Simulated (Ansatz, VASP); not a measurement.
## LiF: VASP beside Ansatz

The input INCAR:

```
SYSTEM = LiF
PREC = Accurate ; ENCUT = 520
EDIFF = 1E-7 ; ISMEAR = 0
SIGMA = 0.1 ; LREAL = .FALSE.
LASPH = .TRUE. ; NELM = 80
ALGO = Normal ; ISIF = 2
LWAVE = .FALSE. ; LCHARG = .FALSE.
GGA = PE ; NBANDS = 42
```

File KPOINTS:

```
Automatic mesh
0
G
  4 4 2
  0 0 0
```

POSCAR

```
LiF
1.0
    1.4828219088     -2.5683228847      0.0000000000
   -4.4484657265     -2.5683228847      0.0000000000
    0.0000000000      0.0000000000     -7.3526695000
Li F
6 6
Direct
    0.5000000000      1.0000000000      0.6666666667
    0.0000000000      0.5000000000      0.6666666667
    0.2500000000      0.7500000000      0.0000000000
    0.7500000000      0.2500000000      0.0000000000
    0.7500000000      0.7500000000      0.3333333333
    0.2500000000      0.2500000000      0.3333333333
    0.7500000000      0.7500000000      0.8333333333
    0.2500000000      0.2500000000      0.8333333333
    0.5000000000      1.0000000000      0.1666666667
    0.0000000000      0.5000000000      0.1666666667
    0.2500000000      0.7500000000      0.5000000000
    0.7500000000      0.2500000000      0.5000000000
```

Input for Ansatz:

```yaml
crystal:
  lattice:
    - [1.4828219088, -2.5683228847, 0.0]
    - [-4.4484657265, -2.5683228847, 0.0]
    - [0.0, 0.0, -7.3526695]
  atoms:
    - { symbol: Li, position: [0.5, 1.0, 0.6666666667] }
    - { symbol: Li, position: [0.0, 0.5, 0.6666666667] }
    - { symbol: Li, position: [0.25, 0.75, 0.0] }
    - { symbol: Li, position: [0.75, 0.25, 0.0] }
    - { symbol: Li, position: [0.75, 0.75, 0.3333333333] }
    - { symbol: Li, position: [0.25, 0.25, 0.3333333333] }
    - { symbol: F, position: [0.75, 0.75, 0.8333333333] }
    - { symbol: F, position: [0.25, 0.25, 0.8333333333] }
    - { symbol: F, position: [0.5, 1.0, 0.1666666667] }
    - { symbol: F, position: [0.0, 0.5, 0.1666666667] }
    - { symbol: F, position: [0.25, 0.75, 0.5] }
    - { symbol: F, position: [0.75, 0.25, 0.5] }
basis:
  ecutwfc: 420
kpoints:
  mp_grid: { grid: [4, 4, 2] }
hamiltonian:
  xc: pbe
scf:
  occupations: { method: gaussian, width: 0.1 }
  lower_state_search: "off"
output:
  forces: true
  stress: true
  eigenvalues: true
```

Alike in both runs: task single point; functional PBE; k mesh 4 × 4 × 2; occupations gaussian, width 0.1 eV; no spin polarisation.

|  | VASP | Ansatz |
| --- | --- | --- |
| version | VASP 6.6.1 | Ansatz 0.2.0 |
| potentials or method | VASP PAW PBE potentials, release 64 (Li_sv, F) | scalar-relativistic, plane waves, PAW |
| plane-wave cutoff (eV) | 520 | 420 |
| valence electrons in the cell | 60 | 60 |

```tsv
	VASP	Ansatz	Ansatz less VASP
gap on the k mesh at the Fermi level (eV)	7.80	7.81	+0.009
least direct gap on the mesh (eV)	7.80	7.81	+0.009
```

The functional is the same, so the differences come from potentials, cutoffs and numerics.

Caveats: the k mesh is coarse (spacing up to 0.53 Å⁻¹), so the values aren't converged. A k mesh can miss the band edges.
